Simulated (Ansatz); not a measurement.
Consider GeTe (space group R3m, No. 160; layered).

```yaml
crystal:
  lattice:
    - [2.09351, 1.20869, 3.68680]
    - [-2.09351, 1.20869, 3.68680]
    - [0.00000, -2.41737, 3.68680]
  atoms:
    - { symbol: Ge, position: [0.23184, 0.23184, 0.23184] }
    - { symbol: Te, position: [0.76816, 0.76816, 0.76816] }
```

Cartesian axes are those of the cell as printed.

Method: plane-wave PAW DFT at the r2SCAN level (Ansatz, a program for electronic structure, 500 eV), no spin-orbit coupling.

For the base:

- Shortest interatomic distance = 2.815 Å

One thing is altered: uniaxial stress, 0.5 GPa compression along z, with the cell and atoms free to relax against it.

Question: How does this affect the shortest interatomic distance?

Answer: The shortest interatomic distance increases by 0.005 Å to 2.820 Å.

Question: What does the calculation give for the strain response after the change?

Answer: The strain response (xx, yy, zz) comes out as (+0.29, +0.29, −1.78) %.

Stability under load was not tested beyond the relaxation. No dispersion term is included, though the crystal is made of layers, chains or molecules, so its spacings can come out too wide.
